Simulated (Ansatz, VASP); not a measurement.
**NaH: VASP beside Ansatz**

```xyz
2
Lattice="0.0000 2.4879 2.4879 2.4879 0.0000 2.4879 2.4879 2.4879 0.0000" Properties=species:S:1:pos:R:3 pbc="T T T"
Na    0.0000    0.0000    0.0000
H     2.4879    2.4879    2.4879
```

Change from the starting cell: volume scaled by 1.06.

Alike in both runs: task single point; functional LDA; k mesh 9 × 9 × 9; occupations fermi-dirac, width 0.05 eV; no spin polarisation.

|  | VASP | Ansatz |
| --- | --- | --- |
| version | VASP 6.6.1 | Ansatz 0.2.0 |
| potentials or method | VASP PAW LDA potentials, release 64 (Na_pv, H), cutoff 520 eV | all-electron LAPW, scalar-relativistic |

Ansatz gave:

* gap on the k mesh at the Fermi level (eV): 3.57
* least direct gap on the mesh (eV): 4.29
* pressure (GPa): -3.5

Q: Which values does VASP return?

A: gap on the k mesh at the Fermi level (eV): 3.57; least direct gap on the mesh (eV): 4.28; pressure (GPa): -3.5.

Ansatz ran all-electron here, so the differences hold the error of VASP's frozen core and of both bases.

Caveats: an odd mesh through Γ misses points on the zone boundary, where band edges often lie.
